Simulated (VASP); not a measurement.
# Re (Fm-3m) in VASP: single point with PBE

Aim: the single point of Re with PBE.

Everything below comes from runs of VASP 6.6.1. Logs are shortened: lines on timing, memory, paths and dates and some standing lists are left out, and cuts for length are marked.

**1. The crystal as given**

Symmetry: Fm-3m, No. 225, cubic system. The conventional cell has a = 3.950 Å, b = 3.950 Å, c = 3.950 Å, α = 90.00°, β = 90.00°, γ = 90.00°. Re (site symmetry m-3m) has 12 Re at 2.79 Å as nearest neighbours.

This isn't the form of Re at room conditions, which is hcp.

**2. Single point, PBE**

INCAR reads:

```
ALGO     = Normal         # electronic algorithm
EDIFF    = 1E-6           # SCF threshold, eV
ENCUT    = 520            # plane-wave cutoff, eV
GGA      = PE             # functional
ISIF     = 2              # what is computed and relaxed
ISMEAR   = -1             # smearing method
ISYM     = 0            
LASPH    = True           # aspherical terms in the spheres
LCHARG   = False          # write CHGCAR
LREAL    = False          # projectors in reciprocal space
LWAVE    = False          # write WAVECAR
NBANDS   = 10             # bands
NELM     = 100            # most SCF steps
PREC     = Accurate       # precision mode
SIGMA    = 0.3            # smearing width, eV
```

KPOINTS reads:

```
Automatic mesh
0
Gamma
  8 8 8
  0.5 0.5 0.5
```

POSCAR reads:

```
Re
1.0
    0.0000000000      1.9750000000      1.9750000000
    1.9750000000      0.0000000000      1.9750000000
    1.9750000000      1.9750000000      0.0000000000
Re
1
Direct
    0.0000000000      0.0000000000      0.0000000000
```

Potentials or basis: VASP PAW PBE potentials, release 64 (Re).

Run with:

```bash
> cat potpaw_PBE.64/Re/POTCAR > POTCAR
> mpirun -np 1 vasp_std > vasp.out
```

OUTCAR:

```text
EDIFF = 1E-6
   ENCUT = 520
   GGA = PE
   ISIF = 2
   ISMEAR = -1
   ISYM = 0
   LASPH = True
   LREAL = False
   NELM = 100
   PREC = Accurate

 ion  position               nearest neighbor table
   1  0.000  0.000  0.000-

IMPORTANT INFORMATION: All symmetrisations will be switched off!
NOSYMM: (Re-)initialisation of all symmetry stuff for point group C_1.

----------------------------------------------------------------------------------------

                                     Primitive cell

  volume of cell :      15.4075

  direct lattice vectors                    reciprocal lattice vectors
     0.000000000  1.975000000  1.975000000    -0.253164557  0.253164557  0.253164557
     1.975000000  0.000000000  1.975000000     0.253164557 -0.253164557  0.253164557
     1.975000000  1.975000000  0.000000000     0.253164557  0.253164557 -0.253164557

  length of vectors
     2.793071786  2.793071786  2.793071786     0.438493875  0.438493875  0.438493875

  position of ions in fractional coordinates (direct lattice)
     0.000000000  0.000000000  0.000000000

  ion indices of the primitive-cell ions
   primitive index   ion index
                 1           1

----------------------------------------------------------------------------------------

 KPOINTS: Automatic mesh

Automatic generation of k-mesh.
 Grid dimensions read from file:
 generate k-points for:    8    8    8

 Generating k-lattice:

  Cartesian coordinates                     Fractional coordinates (reciprocal lattice)
    -0.031645570  0.031645570  0.031645570     0.125000000  0.000000000  0.000000000
     0.031645570 -0.031645570  0.031645570     0.000000000  0.125000000  0.000000000
     0.031645570  0.031645570 -0.031645570     0.000000000  0.000000000  0.125000000

  Length of vectors
     0.054811734  0.054811734  0.054811734

  Shift w.r.t. Gamma in fractional coordinates (k-lattice)
     0.500000000  0.500000000  0.500000000

 Subroutine IBZKPT returns following result:
 ===========================================

 Found   1024 irreducible k-points:

 Following reciprocal coordinates:
            Coordinates               Weight
  0.062500  0.062500  0.062500      2.000000
  0.062500  0.000000  0.000000      2.000000
  0.000000  0.000000 -0.062500      2.000000
  0.000000  0.062500  0.000000      2.000000
  0.187500  0.062500  0.062500      2.000000
[... 41 lines left out ...]
   NSW    =      0    number of steps for IOM
   IBRION =     -1    ionic relax: 0-MD 1-quasi-New 2-CG
   NFREE  =      0    steps in history (QN), initial steepest desc. (CG)
   ISIF   =      2    stress and relaxation
   ISYM   =      0    0-nonsym 1-usesym 2-fastsym
   POTIM  = 0.5000    time-step for ionic-motion
   TEBEG  =    0.0;   TEEND  =   0.0 temperature during run
   PSTRESS=    0.0 pullay stress
   NELECT =       7.0000    total number of electrons
   NUPDOWN=      -1.0000    fix difference up-down
   EMIN   =  10.00;   EMAX   =-10.00  energy-range for DOS
   EFERMI =   0.00;   METHOD = LEGACY
   ISMEAR =    -1;   SIGMA  =   0.30  broadening in eV -4-tet -1-fermi 0-gaus
   EFERMI_NEDOS =   21; number of points for ismear=-14 and -15
   IALGO  =     38    algorithm
   IMIX   =      4    mixing-type and parameters
     AMIX     =   0.40;   BMIX     =  1.00
     AMIX_MAG =   1.60;   BMIX_MAG =  1.00
  volume/ion in A,a.u.               =      15.41       103.97
  Fermi-wavevector in a.u.,A,eV,Ry     =   1.258531  2.378278 21.550255  1.583899
  Thomas-Fermi vector in A             =   2.392135
   LORBIT       =      0    0 simple, 1 ext, 2 COOP (PROOUT), +10 PAW based schemes
   GGA     = PE    functional components
   LHFCALC =     F    Hartree Fock is set to
   AEXX    =    0.0000 exact exchange contribution
   IVDW    =     0    specifies the selected vdW correction
   LEPSILON=     F    determine dielectric tensor
   LRPA    =     F    only Hartree local field effects (RPA)
 non-spin polarized calculation
  energy-cutoff  :      520.00
  volume of cell :       15.41
 maximum number of plane-waves:       424
 NGX is ok and might be reduce to    24
   NGX = 11   NGY = 11   NGZ = 11

 number of electron       7.0000000 magnetization

 Free energy of the ion-electron system (eV)
  ---------------------------------------------------
  ext. energy  EPLUGINS =         0.00000000
  ---------------------------------------------------
  free energy    TOTEN  =       -12.48527119 eV

  energy without entropy =      -12.21086389  energy(sigma->0) =      -12.34806754

 E-fermi :   7.5758     XC(G=0): -13.4752

 val. band max:        7.5748504160   @ k =  -0.4375   0.2500   0.0000
 cond. band min:       7.5886894555   @ k =   0.1250   0.1250  -0.0625
 fundamental gap:      0.0138390395
 Fermi energy:         7.5758007158

 k-point     1 :       0.0625    0.0625    0.0625
  band No.  band energies     occupation
      1      -2.0477      2.00000
      2       5.6870      1.99632
      3       5.8835      1.99293
      4       5.8835      1.99293
      5       8.7175      0.04352
      6       8.7175      0.04352
      7      21.7792      0.00000
      8      25.9632      0.00000
      9      27.1657      0.00000
     10      27.1657      0.00000
[... 287 lines left out ...]
 k-point    24 :       0.2500    0.0000   -0.0625
  band No.  band energies     occupation
      1       0.4014      2.00000
      2       4.9083      1.99972
      3       6.1343      1.98376
      4       6.3178      1.97025
      5       8.5956      0.06463
      6       9.7476      0.00143
      7      21.1039      0.00000
      8      24.7697      0.00000
      9      29.6929      0.00000
     10      30.1162      0.00000

 [... further k-points ...]

------------------------ aborting loop because EDIFF is reached ----------------------------------------

  FORCE on cell =-STRESS in cart. coord.  units (eV):
  Direction    XX          YY          ZZ          XY          YZ          ZX
  --------------------------------------------------------------------------------------
  -------------------------------------------------------------------------------------
  Total       -0.7785037     -0.7785013     -0.7785023     -0.0000011      0.0000001      0.0000012
  in kB      -80.9543115    -80.9540635    -80.9541680     -0.0001117      0.0000063      0.0001215
  external PRESSURE =     -80.9541810 kB  Pullay stress =       0.0000000 kB

 VOLUME and BASIS-vectors are now :
 -----------------------------------------------------------------------------
  energy-cutoff  :      520.00
  volume of cell :       15.41
      direct lattice vectors                 reciprocal lattice vectors
     0.000000000  1.975000000  1.975000000    -0.253164557  0.253164557  0.253164557
     1.975000000  0.000000000  1.975000000     0.253164557 -0.253164557  0.253164557
     1.975000000  1.975000000  0.000000000     0.253164557  0.253164557 -0.253164557

 POSITION                                       TOTAL-FORCE (eV/Angst)
 -----------------------------------------------------------------------------------
      0.00000      0.00000      0.00000        -0.000000     -0.000001     -0.000000
 -----------------------------------------------------------------------------------
    total drift:                               -0.000000     -0.000001     -0.000000

  FREE ENERGIE OF THE ION-ELECTRON SYSTEM (eV)
  ---------------------------------------------------
  free  energy   TOTEN  =       -12.4852711885 eV

  energy  without entropy=      -12.2108638949  energy(sigma->0) =      -12.34806754
```

stdout:

```text
POSCAR found type information on POSCAR Re
 POSCAR found :  1 types and       1 ions
 scaLAPACK will be used
 LDA part: xc-table for (Slater+PW92), standard interpolation
 POSCAR, INCAR and KPOINTS ok, starting setup
 FFT: planning ... GRIDC
 FFT: planning ... GRID_SOFT
 FFT: planning ... GRID
 WAVECAR not read
 entering main loop
```

Run time: 76 s. Hardware: 1 thread of Intel Xeon Platinum 8488C (Sapphire Rapids), shared host; peak memory 0.28 GiB.

What came out:

```yaml
Free_energy: -12.4853 eV
Pressure: -8.1 GPa
Band_gap_on_the_k_mesh: none (metal or under the smearing width)
```

Levels at points of the mesh, in eV from the Fermi level:
```
           k point  band 1  band 2  band 3  band 4  band 5  band 6  band 7  band 8
(0.06, 0.06, 0.06)   -9.62   -1.89   -1.69   -1.69    1.14    1.14   14.20   18.39
```

The run has no spin-orbit coupling, so splittings on Re are missing.
